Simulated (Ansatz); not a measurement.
**CoO: stress in a strained cell**

CoO is deformed so: equal xx and yy strain of +1 %. What stress and forces result, by LAPW, PAW and all-electron datasets made for the crystal?

Method: DFT PBE, scalar-relativistic, in Ansatz 0.2.0.

### 1 The structure to begin with

The structure is cubic, space group Fm-3m (No. 225). The conventional cell has a = 4.263 Å, b = 4.263 Å, c = 4.263 Å, α = 90.00°, β = 90.00°, γ = 90.00°. Co (site symmetry m-3m) has 6 O at 2.13 Å as nearest neighbours. Around O (site symmetry m-3m) lie 6 Co at 2.13 Å.

Coordinates:

```
CELL_PARAMETERS angstrom
0.00000 2.13150 2.13150
2.13150 0.00000 2.13150
2.13150 2.13150 0.00000
ATOMIC_POSITIONS crystal
Co 0.00000 0.00000 0.00000
O 0.50000 0.50000 0.50000
```

Atoms are numbered in the order of the input: Co1, O2.

### 2 After the deformation

Space group Fm-3m before, I4/mmm after.

### 3 Full-potential LAPW

Input file input.yaml:

```yaml
crystal:
  lattice:
    - [0.0, 2.152815, 2.1315]
    - [2.152815, 0.0, 2.1315]
    - [2.152815, 2.152815, 0.0]
  atoms:
    - { symbol: Co, position: [0.0, 0.0, 0.0], spin: 2.0 }
    - { symbol: O, position: [0.5, 0.5, 0.5] }
magnetization:
  spin_polarized: true
kpoints:
  mp_grid: { grid: [16, 16, 16] }
  band_path:
    path:
      - [0.0, 0.0, 0.0]
      - [0.0, 0.5, 0.5]
      - [0.25, 0.75, 0.5]
      - [0.0, 0.5, 0.0]
      - [0.0, 0.0, 0.0]
      - [0.5, 0.5, 0.0]
      - [0.3775125, 0.6224875, 0.0]
      - [-0.3775125, 0.3775125, 0.0]
      - [0.0, 0.0, 0.0]
    npoints: 5
scf:
  occupations: { method: fermi_dirac, width: 0.05 }
hamiltonian:
  xc: pbe
  pseudopotentials: { kind: all_electron, lapw: { basis_error: 0.0005 } }
output:
  forces: true
  stress: true
  eigenvalues: true
```

On the command line:

```bash
> ansatz run input.yaml --threads 1 --pin off --max-ram 3072MiB --backend cpu --events-out ev --progress --plain --runs-dir out
```

### 4 PAW with frozen cores

Input file input.yaml:

```yaml
crystal:
  lattice:
    - [0.0, 2.152815, 2.1315]
    - [2.152815, 0.0, 2.1315]
    - [2.152815, 2.152815, 0.0]
  atoms:
    - { symbol: Co, position: [0.0, 0.0, 0.0], spin: 2.0 }
    - { symbol: O, position: [0.5, 0.5, 0.5] }
magnetization:
  spin_polarized: true
kpoints:
  mp_grid: { grid: [16, 16, 16] }
scf:
  occupations: { method: fermi_dirac, width: 0.05 }
hamiltonian:
  xc: pbe
  pseudopotentials: { kind: paw }
output:
  forces: true
  stress: true
  eigenvalues: true
  efg: { contact_densities: true }
```

### 5 Datasets made for this crystal

Changes to input.yaml since step 4:

```diff
@@ -16,3 +16,3 @@
   xc: pbe
-  pseudopotentials: { kind: paw }
+  pseudopotentials: { kind: all_electron, datasets: crystal }
 output:
```

(Steps that only read results are left out.)

Before running it: what results should come out? Wanted: pressure; largest shear or deviatoric stress.

The runs gave:

| quantity | value |
| --- | --- |
| pressure | LAPW -5.00, PAW -4.94, crystal datasets -5.00 GPa |
| largest shear or deviatoric stress (LAPW) | 0.22 GPa |

What this shows: The largest part of the stress beyond the pressure is 0.22 GPa in size, in the zz component; the atoms are carried along and not relaxed. No run of the undeformed cell stands beside it, so the pressure holds what the given cell had before the change. PAW: stress within 0.27 GPa of LAPW. Crystal datasets: stress within 0.01 GPa of LAPW. Other magnetic orders may lie lower; this is the state that the run reached. With one magnetic atom in the cell only ferromagnetic order fits; the real order can differ. No U acts on the open 3d shell, so the metal found here may be the functional's error.
